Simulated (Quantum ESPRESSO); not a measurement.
# CuO under changes of volume

One of the cells (10.729 Å³/atom); the others are scaled copies at fixed shape and fractional positions:

```xyz
4
Lattice="2.8795 0.0000 0.0000 0.0391 2.8793 0.0000 0.0175 0.0172 5.1763" Properties=species:S:1:pos:R:3 pbc="T T T"
Cu    0.0195    1.4396    0.0000
Cu    1.4485    0.0086    2.5882
O     2.8881    0.0177    3.8817
O     0.0479    2.8788    1.2947
```

The cell comes from a database or a generator and needn't be the stable form of this composition.

* Program: Quantum ESPRESSO 7.5
* Functional: PBE
* Potentials or basis: SSSP 1.3 efficiency PBE
* Cutoff: 748 eV
* Density cutoff: 5987 eV
* k mesh: 9 × 9 × 5
* Occupations: fermi-dirac, width 0.05 eV
* Spin: no spin polarisation

```tsv
volume (Å³/atom)	energy over the lowest point (meV/atom)	pressure (GPa)	largest force (eV/Å)
10.085	56.07	18.5	0.012
10.300	33.96	13.7	0.012
10.515	?	?	?
10.729	7.23	5.6	0.012
10.944	1.44	2.2	0.012
11.158	0.00	-0.8	0.013
11.373	2.46	-3.6	0.013
```

Question: What does the run at 10.515 Å³/atom give?

Answer: Energy over the lowest point 17.88 meV/atom; pressure 9.4 GPa; largest force 0.011 eV/Å.

Worked out: A Birch-Murnaghan fit of order 3 (a polynomial in V^(-2/3)) to the other rows has its minimum at 11.13 Å³/atom with B0 = V·E''(V) = 154 GPa and B' = 4.5 at fixed shape and positions, which overstates the stiffness. It gives 17.87 meV/atom at 10.515 Å³/atom, against the run's 17.88, and -dE/dV = 9.9 GPa, against 9.4.

Energies are extrapolated to zero smearing.

Caveats: the run has no spin polarisation, though such a crystal can be magnetic.
